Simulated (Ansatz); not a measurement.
InPd: relaxation of cell and atoms with PBEsol+D3(BJ)

The system is InPd.

```
CELL_PARAMETERS angstrom
3.27188 0.00000 0.00000
0.00000 3.27188 0.00000
0.00000 0.00000 3.27188
ATOMIC_POSITIONS crystal
In 0.00000 0.00000 0.00000
Pd 0.50000 0.50000 0.50000
```

The cell comes from a database or a generator and needn't be the stable form of this composition.

* Program: Ansatz 0.2.0
* Task: relaxation of cell and atoms
* Functional: PBEsol
* Dispersion: D3(BJ)
* Potentials or basis: Ansatz PAW
* Cutoff: 420 eV (not typed: the program's choice for these potentials)
* k mesh: 8 × 8 × 8
* Occupations: fermi-dirac, width 0.05 eV
* Spin: no spin polarisation

| Quantity | Value |
| --- | --- |
| Relaxed volume | 16.50 Å³/atom |
| Relaxed cell | a = 3.208 Å, b = 3.208 Å, c = 3.208 Å, α = 90.00°, β = 90.00°, γ = 90.00° |
| Space group after relaxing (to 0.05 Å) | Pm-3m (No. 221) |
| Energy gained by relaxing | 26.7 meV/atom |
| Ionic steps | 4 |
| Pressure after relaxing | 0.0 GPa |
| Band gap on the k mesh | none (metal or under the smearing width) |

The path:
```
step  energy change (eV)  largest force (eV/Å)  volume (Å³)
   1              0.0000                0.0000        35.03
   2             -0.0522                0.0000        33.37
   3             -0.0543                0.0000        33.01
   4             -0.0534                0.0000        33.01
```

Final structure:
```
In Pd
1.0
     3.20775    0.00000    0.00000
     0.00000    3.20775    0.00000
     0.00000    0.00000    3.20775
In Pd
1 1
Cartesian
  0.0000 0.0000 0.0000
  1.6039 1.6039 1.6039
```

Levels at points of the mesh, in eV from the Fermi level:
```csv
k point,band 13,band 14,band 15,band 16,band 17,band 18,band 19,band 20
"(0.00, 0.00, 0.00)",-2.31,-2.31,-2.31,4.37,4.37,4.37,10.24,11.10
"(0.00, 0.00, -0.50)",-3.42,-3.42,-2.41,-1.06,10.15,10.15,10.18,11.17
"(0.00, -0.50, -0.50)",-2.75,-2.49,-2.49,-1.68,1.85,2.74,9.94,11.52
"(-0.50, -0.50, -0.50)",-1.64,-1.64,0.22,3.94,3.94,3.94,4.73,4.73
```

It took 5.1 s on 2 threads of Arm Neoverse V1 (shared host), peak memory 0.32 GiB.

Caveat: the plane-wave basis is chosen anew once the cell has moved, so the energies of steps on either side of that aren't comparable; pairwise dispersion overbinds metals, which lowers pressure and volume; the PAW data sets come from PBE, with cores solved anew for the run's functional, which leaves a small shift of forces and pressure.
